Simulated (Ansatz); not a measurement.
System: chalcopyrite CuInS2. Method: PBE (PAW; Ansatz, a program for electronic structure).

Run with plane-wave cutoff 520 eV, 10×10×10 k mesh, Fermi–Dirac smearing 0.01 eV, no spin polarisation, scalar-relativistic PAW data made under PBE.

Shape and atoms are relaxed at each volume.

Pressure at four volumes; x = ln(V/21.835 Å³). One pressure is withheld.

```
V (Å³/atom)        x  P (GPa)
-----------  -------  -------
20.962       -0.0408        ?
21.398       -0.0202     1.38
21.835        0.0000     0.00
22.709        0.0392    -2.30
```

Problem. Pass a parabola P(x) through the three rows shown, estimate the bulk modulus and its pressure derivative near zero pressure, and predict the withheld pressure.

Solution. Slopes between the rows: (0.00 − (1.38))/(0.0000 − (-0.0202)) = -68.32 and (-2.30 − (0.00))/(0.0392 − (0.0000)) = -58.67 GPa. Their difference over the span 0.0594 is c = 9.65/0.0594 = 162.5 GPa, so P(x) = 1.38 + (-68.32)(x − (-0.0202)) + 162.5 (x − (-0.0202))(x − (0.0000)). At the middle row B = −dP/dx = −[-68.32 + 162.5 × 0.0202] = 65.0 GPa, and B′ = dB/dP = 2c/B = 5.0. At x = -0.0408 the parabola gives 2.92 GPa; the run gives 2.92 GPa. The Birch–Murnaghan fit to the energies at all volumes has B0 = 64.7 GPa and B′ = 4.9.

Note: this level leaves the solid without a gap, although one is measured.

Spin–orbit coupling is not included.
